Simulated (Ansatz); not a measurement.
This is a single-point calculation with the plane-wave code Ansatz on BaO (started from an entry of an open crystallographic database); the level of theory is HSE06. Cell and atoms come from a relaxation with r2SCAN.

Input file:
```yaml
crystal:
  lattice:
    - [0.0, 2.7719428467, 2.7719428467]
    - [2.7719428467, 0.0, 2.7719428467]
    - [2.7719428467, 2.7719428467, 0.0]
  atoms:
    - { symbol: Ba, position: [0.0, 0.0, 0.0] }
    - { symbol: O, position: [0.5, 0.5, 0.5] }
kpoints:
  mp_grid: { grid: [6, 6, 6] }
  band_path:
    path:
      - [0.0, 0.0, 0.0]
      - [0.5, 0.0, 0.5]
      - [0.625, 0.25, 0.625]
      - [0.375, 0.375, 0.75]
      - [0.5, 0.5, 0.5]
      - [0.5, 0.25, 0.75]
      - [0.0, 0.5, 0.5]
    npoints: 1
hamiltonian:
  xc: hse06
scf:
  occupations: { method: fixed }
  n_extra_bands: 4
output:
  forces: true
  stress: true
  eigenvalues: true
```

Run as `ansatz run input.yaml --threads 2 --pin off --max-ram 2211MiB --backend cpu --events-out ev --progress --plain --runs-dir out`.

**Question.** What wall time did it need on 2 threads of Arm Neoverse V2, on a shared host, load about 0.1 per core, and what peak of host memory did it reach?

**Answer.** About 49 s, with a peak of 1.3 GiB.

Output, abridged:
```
scf.n_extra_bands = 4 over 8 filled bands (N_el = 16.0): the run solves 12 bands
Functional definition: HSE06
Crystal: 2 atoms, lattice volume = 42.597 Å³
Basis set: ecut = 420 eV, 869 PW (Γ)
Symmetry: 48 space group operations
Space group: Fm-3m (ITA 225)
k-points: 16 of 216
[warm-up without exact exchange]
SCF iter   1: HF=-6519.542837 eV  Δρ=1.02e-3  dr2=4.41e-4
SCF iter   2: HF=-6519.543787 eV  Δρ=1.19e-3  dr2=5.08e-4
SCF iter   3: HF=-6519.543734 eV  Δρ=2.65e-4  dr2=1.97e-5
SCF 1 stopped early in 3 iterations: F = -6519.543784 eV  dr2 = 1.97e-5
[exact exchange on]
Exchange kernel: α = 0.2500, screened, ω = 0.2079 Å⁻¹, Wigner–Seitz truncation, v(0) = 1046.5336 eV·Å³, q-mesh 6×6×6
SCF iter   1: HF=-6524.122109 eV  Δρ=8.17e-3  dr2=5.48e-2
SCF iter   2: HF=-6524.114410 eV  Δρ=1.02e-2  dr2=3.41e-2
SCF iter   3: HF=-6524.107234 eV  Δρ=2.07e-3  dr2=2.18e-3
SCF iter   4: HF=-6524.112480 eV  Δρ=9.61e-4  dr2=7.24e-4
SCF iter   5: HF=-6524.112300 eV  Δρ=1.24e-4  dr2=1.09e-5
SCF iter   6: HF=-6524.112345 eV  Δρ=7.19e-5  dr2=1.52e-6
SCF 2 stopped early in 6 iterations: F = -6524.112344 eV  dr2 = 1.52e-6
hybrid outer 1: dexx = +6.189e-3 eV, tail = 1.30e-5 eV
SCF iter   1: HF=-6524.112289 eV  Δρ=7.78e-5  dr2=2.34e-6
SCF iter   2: HF=-6524.112288 eV  Δρ=1.21e-5  dr2=3.38e-8
SCF iter   3: HF=-6524.112289 eV  Δρ=5.65e-6  dr2=5.31e-9
SCF 3 converged in 3 iterations: F = -6524.112289 eV  dr2 = 5.31e-9
hybrid outer 2: dexx = +1.537e-7 eV, tail = 1.56e-8 eV, Δε = 1.56e-3 eV
NSCF: frozen V_eff on 7 k-points
Free energy (F): -6524.112289 eV
Fermi energy:    7.604593 eV
--- Stress (GPa, compression-positive) ---
       -0.503556       0.000000       0.000000
        0.000000      -0.503556       0.000000
        0.000000       0.000000      -0.503556
  P = ⅓ Tr σ = -0.5036 GPa (-5.036 kbar)
--- Band table (eV; the first three rows and the last of 16) ---
  k-point 0: bands = […, -3.1382, -3.1382, -3.1382, 7.1172, 7.1172, 7.1172, 12.5237, 13.7723, 13.7723, 13.7723]
  k-point 1: bands = […, -3.2157, -3.1666, -3.1666, 6.6259, 6.8072, 6.8072, 13.3679, 13.7353, 14.2639, 14.2639]
  k-point 2: bands = […, -3.3598, -3.2218, -3.2218, 5.8674, 6.2667, 6.2667, 13.5918, 15.5028, 15.5028, 15.8396]
  k-point 15: bands = […, -4.5080, -4.0294, -3.3639, 6.4381, 7.3331, 7.4767, 12.2068, 15.1531, 15.8351, 18.7493]
```

The rows of the band table are 0: (0, 0, 0) = Γ, 1: (0, 0, 1/6), 2: (0, 0, 1/3), 15: (1/6, -1/2, -1/3).

Levels at the listed points, from bands.tsv (eV from the Fermi energy, bands near the gap, counted from 0):
```tsv
# k_distance	band_3	band_4	band_5	band_6	band_7	band_8	band_9	band_10	band_11
# fermi_ev = 7.604593
# [0, 0, 0] at k_distance = 0.000000
# [0.5, 0, 0.5] at k_distance = 1.133354
# [0.625, 0.25, 0.625] at k_distance = 1.534055
# [0.375, 0.375, 0.75] at k_distance = 2.228090
# [0.5, 0.5, 0.5] at k_distance = 2.922125
# [0.5, 0.25, 0.75] at k_distance = 3.723527
# [0, 0.5, 0.5] at k_distance = 4.990655
# levels_relative_to = fermi_ev
0.000	-10.743	-10.743	-0.487	-0.487	-0.487	4.919	6.168	6.168	6.168
1.133	-11.372	-11.372	-0.237	-0.237	0.000	3.322	7.506	10.292	10.558
1.534	-11.256	-11.193	-0.991	-0.823	-0.156	4.752	7.928	8.570	9.964
2.228	-11.256	-11.193	-0.991	-0.823	-0.156	4.752	7.928	8.570	9.964
2.922	-10.853	-10.853	-2.057	-1.578	-1.578	6.393	8.793	8.793	9.031
3.724	-11.880	-10.829	-1.453	-0.223	-0.223	5.953	5.953	8.414	11.370
4.991	-11.372	-11.372	-0.237	-0.237	0.000	3.322	7.506	10.292	10.558
```
In order the rows are Γ, X, U, K, L, W, X.

The HSE06 gap is direct at X: 3.32 eV. The gap is the least over the mesh and the extra points. The mean pressure is -0.5 GPa (compression positive), so HSE06 would shrink the cell's volume. (The program warns that its thresholds are loose for a hybrid's stress.)

(Simulation; spin polarisation is off.)

The runs are scalar-relativistic, without spin-orbit coupling.

The meshes of the hybrids are coarse, so their gaps aren't converged to the digits shown.
